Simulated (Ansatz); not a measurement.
# SiGe: the cost of one run

Computed with Ansatz 0.2.0 (DFT PBE, scalar-relativistic, plane waves, PAW, unless a step's input says otherwise).

## Step 1: The structure to begin with

It takes space group Pmmm (No. 47, orthorhombic). Conventional cell: a = 3.382 Å, b = 3.817 Å, c = 8.819 Å, α = 90.00°, β = 90.00°, γ = 90.00°. Si (site symmetry mm2) is surrounded by 4 Ge at 2.29 to 2.31 Å. Si (site symmetry mmm) has 4 Ge at 2.31 Å as nearest neighbours. Ge (site symmetry mm2) is surrounded by 4 Si at 2.29 to 2.31 Å. Ge (site symmetry mmm) is surrounded by 4 Si at 2.31 Å.

As a file:

```cif
data_structure
_symmetry_space_group_name_H-M 'Pmmm'
_symmetry_Int_Tables_number 47
_cell_length_a 3.3816
_cell_length_b 3.8170
_cell_length_c 8.8192
_cell_angle_alpha 90.000
_cell_angle_beta 90.000
_cell_angle_gamma 90.000
_cell_volume 113.83
loop_
_atom_site_label
_atom_site_type_symbol
_atom_site_symmetry_multiplicity
_atom_site_Wyckoff_symbol
_atom_site_fract_x
_atom_site_fract_y
_atom_site_fract_z
_atom_site_occupancy
Si1 Si 2 t 0.50000 0.50000 0.17805 1
Si2 Si 1 c 0.00000 0.00000 0.50000 1
Ge1 Ge 2 s 0.50000 0.00000 0.32195 1
Ge2 Ge 1 e 0.00000 0.50000 0.00000 1
```

Recipe of the guess: 4-connected net, two elements alternating (Pmmm, No. 47). Lengths come from tabulated atomic sizes and are only a guess.

## Step 2: A first look at the guess

The input, input.yaml:

```yaml
crystal:
  lattice:
    - [3.38156473, 0.0, 0.0]
    - [0.0, 3.8170043, 0.0]
    - [0.0, 0.0, 8.81924529]
  atoms:
    - { symbol: Si, position: [0.5, 0.5, 0.17804846] }
    - { symbol: Si, position: [0.5, 0.5, 0.82195154] }
    - { symbol: Si, position: [0.0, 0.0, 0.5] }
    - { symbol: Ge, position: [0.5, 0.0, 0.32195154] }
    - { symbol: Ge, position: [0.0, 0.5, 0.0] }
    - { symbol: Ge, position: [0.5, 0.0, 0.67804846] }
basis:
  ecutwfc: 420
kpoints:
  mp_grid: { grid: [6, 4, 2] }
hamiltonian:
  xc: pbe
scf:
  occupations: { method: gaussian, width: 0.1 }
  lower_state_search: "off"
output:
  forces: true
  stress: true
  eigenvalues: true
```

Launch:

```sh
ansatz run input.yaml --threads 1 --pin off --max-ram 2560MiB --backend cpu --events-out ev --progress --plain --runs-dir out
```

**Question.** How long does this run take on 1 thread of Arm Neoverse V2, shared host, and how much memory does it need?

About 7.2 s, with a peak of 0.37 GiB.
